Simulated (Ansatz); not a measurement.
Rutile RuO2 was calculated with RPBE (PAW; Ansatz, an electronic-structure program).

Run with plane-wave cutoff 520 eV, 12×12×18 k mesh (along the axes of the cell as run), Fermi–Dirac smearing 0.05 eV, no spin polarisation, scalar-relativistic PAW data made under PBE.

Response to compression and expansion:

Shape and atoms are relaxed at each volume.

| V (Å³/atom) | P (GPa) | c (Å) | a (Å) |
|---|---|---|---|
| 10.432 | 10.45 | 3.108 | 4.487 |
| 10.649 | 4.93 | 3.120 | 4.525 |
| 10.866 | 0.00 | 3.132 | 4.562 |
| 11.084 | -4.38 | 3.144 | 4.599 |
| 11.301 | -8.26 | 3.155 | 4.636 |

Note: the bulk modulus comes from volumes at which shape and atoms were relaxed.
